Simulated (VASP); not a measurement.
Input of a VASP 6.6.1 run:

INCAR

```
SYSTEM = GaN
  ALGO = Normal
  EDIFF = 1E-6
  ENCUT = 520
  GGA = PE
  ISIF = 2
  ISMEAR = 0
  LASPH = .TRUE.
  LCHARG = .TRUE.
  LELF = .TRUE.
  LREAL = .FALSE.
  LVHAR = .TRUE.
  LWAVE = .FALSE.
  NBANDS = 16
  NELM = 100
  PREC = Accurate
  SIGMA = 0.03
```

KPOINTS

```
k-points
0
G
  12 12 12
  0 0 0
```

File POSCAR:

```
GaN
1.0
    0.0000000000      2.1377663421      2.1377663421
    2.1377663421      0.0000000000      2.1377663421
    2.1377663421      2.1377663421      0.0000000000
Ga N
1 1
Direct
    0.0000000000      0.0000000000      0.0000000000
    0.5000000000      0.5000000000      0.5000000000
```

Potentials or basis: VASP PAW PBE potentials, release 64 (Ga_d, N).

Launch:

```console
$ cat potpaw_PBE.64/Ga_d/POTCAR potpaw_PBE.64/N/POTCAR > POTCAR
$ mpirun -np 1 vasp_std > vasp.out
```

Problem. What does it give for the band gap on the k mesh?

Solution. 0.37 eV, indirect (least direct gap 2.32 eV).

Problem. What does it give for the pressure?

Solution. -0.3 GPa.

A k mesh can miss the band edges. As with any semilocal functional, this PBE gap is likely too small.
